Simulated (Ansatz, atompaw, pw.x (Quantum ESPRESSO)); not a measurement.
## What a changed setting does to a pw.x run (fcc Si)

Potential: PAW, atompaw 4.2.0.5, PBEsol; core [Ne], reference 3s1 3p3; waves: 3s (bound): rc 1.75 bohr; 3s channel at 3.8 Ry: rc 2.50 bohr; 3p (bound): rc 2.50 bohr; 3p channel at 0.25 Ry: rc 2.50 bohr; 3d channel at 0.45 Ry: rc 2.50 bohr; 3d channel at 2.15 Ry: rc 1.95 bohr; local part: bessel scheme, radius 1.70 bohr; core correction: smooth core density matched at 2.25 bohr; augmentation: sinc compensation charge, radius 2.50 bohr; PAW radius 2.50 bohr; waves and projectors: custom polynom2 7 10 vanderbiltortho.

The reference run (k-mesh 15³, cutoffs 45/450 Ry, Fermi–Dirac 0.01 Ry, mixing_beta 0.4, conv_thr 1e-9, no spin) gives -0.46 GPa at 14.001 Å³/atom, where all-electron LAPW gives 0.43 GPa. This run, with its own iteration cap, changes nspin = 2 with starting_magnetization to -0.3.

```
&control
  calculation='scf', prefix='x', pseudo_dir='./', outdir='./tmp', tstress=.true., disk_io='none'
/
&system
  ibrav=0, nat=1, ntyp=1, ecutwfc=45, ecutrho=450, nbnd=9,
  occupations='smearing', smearing='fd', degauss=0.01, nspin=2, starting_magnetization(1)=-0.3
/
&electrons
  conv_thr=1e-09, mixing_beta=0.4, electron_maxstep=60
/
ATOMIC_SPECIES
Si 1.0 Si.UPF
CELL_PARAMETERS angstrom
  0.00000000 1.91297673 1.91297673
  1.91297673 0.00000000 1.91297673
  1.91297673 1.91297673 0.00000000
ATOMIC_POSITIONS crystal
Si 0.0000 0.0000 0.0000
K_POINTS automatic
15 15 15 0 0 0
```

```bash
pw.x < Si.scf.in > Si.scf.out
```

How does the run end?

It converges in 8 iterations; the free energy moves by +0.0 meV/atom and the pressure by +0.01 GPa. The result is that of the reference run.

```
Message from routine setup:
     using ibrav=0 with symmetry is DISCOURAGED, use correct ibrav instead
     lattice parameter (alat)  =       5.1124  a.u.
     unit-cell volume          =      94.4834 (a.u.)^3
     number of electrons       =         4.00
     number of Kohn-Sham states=            9
     kinetic-energy cutoff     =      45.0000  Ry
     charge density cutoff     =     450.0000  Ry
     scf convergence threshold =      1.0E-09
     Exchange-correlation= SLA PW PSX PSC
     atomic species   magnetization
     number of k points=   120  Fermi-Dirac smearing, width (Ry)=  0.0100
     iteration #  1     ecut=    45.00 Ry     beta= 0.40
     total energy              =     -45.61134718 Ry
     estimated scf accuracy    <       0.00333836 Ry
     total magnetization       =    -0.34 Bohr mag/cell
     absolute magnetization    =     0.34 Bohr mag/cell
     iteration #  2     ecut=    45.00 Ry     beta= 0.40
     total energy              =     -45.61885986 Ry
     estimated scf accuracy    <       0.00165459 Ry
     total magnetization       =    -0.23 Bohr mag/cell
     absolute magnetization    =     0.23 Bohr mag/cell
     iteration #  3     ecut=    45.00 Ry     beta= 0.40
     total energy              =     -45.62282843 Ry
     estimated scf accuracy    <       0.00005670 Ry
     total magnetization       =    -0.00 Bohr mag/cell
     absolute magnetization    =     0.00 Bohr mag/cell
     iteration #  4     ecut=    45.00 Ry     beta= 0.40
     total energy              =     -45.62280273 Ry
     estimated scf accuracy    <       0.00001430 Ry
     total magnetization       =    -0.01 Bohr mag/cell
     absolute magnetization    =     0.01 Bohr mag/cell
     iteration #  5     ecut=    45.00 Ry     beta= 0.40
     total energy              =     -45.62281236 Ry
     estimated scf accuracy    <       0.00000089 Ry
     total magnetization       =    -0.00 Bohr mag/cell
     absolute magnetization    =     0.00 Bohr mag/cell
     iteration #  6     ecut=    45.00 Ry     beta= 0.40
     total energy              =     -45.62281269 Ry
     estimated scf accuracy    <       0.00000036 Ry
     total magnetization       =    -0.00 Bohr mag/cell
     absolute magnetization    =     0.00 Bohr mag/cell
     iteration #  7     ecut=    45.00 Ry     beta= 0.40
     total energy              =     -45.62281296 Ry
     estimated scf accuracy    <       0.00000012 Ry
     total magnetization       =     0.00 Bohr mag/cell
     absolute magnetization    =     0.00 Bohr mag/cell
     iteration #  8     ecut=    45.00 Ry     beta= 0.40
     the Fermi energy is    11.0078 ev
!    total energy              =     -45.62281298 Ry
     estimated scf accuracy    <          9.0E-10 Ry
     smearing contrib. (-TS)   =      -0.00198226 Ry
     The total energy is F=E-TS. E is the sum of the following terms:
     one-electron contribution =       5.23595513 Ry
     hartree contribution      =       0.02831526 Ry
     xc contribution           =      -2.48243413 Ry
     ewald contribution        =     -10.14630021 Ry
     one-center paw contrib.   =     -38.25636678 Ry
     total magnetization       =     0.00 Bohr mag/cell
     absolute magnetization    =     0.00 Bohr mag/cell
     convergence has been achieved in   8 iterations
          total   stress  (Ry/bohr**3)                   (kbar)     P=       -4.53
     Message from routine punch:
     Nothing written, as per user request (disk_io='none')
```

The run took about 30 s on one core of a shared host (AMD EPYC 7R43 64-Core Processor, 256 threads, 1004 GiB, load 154).
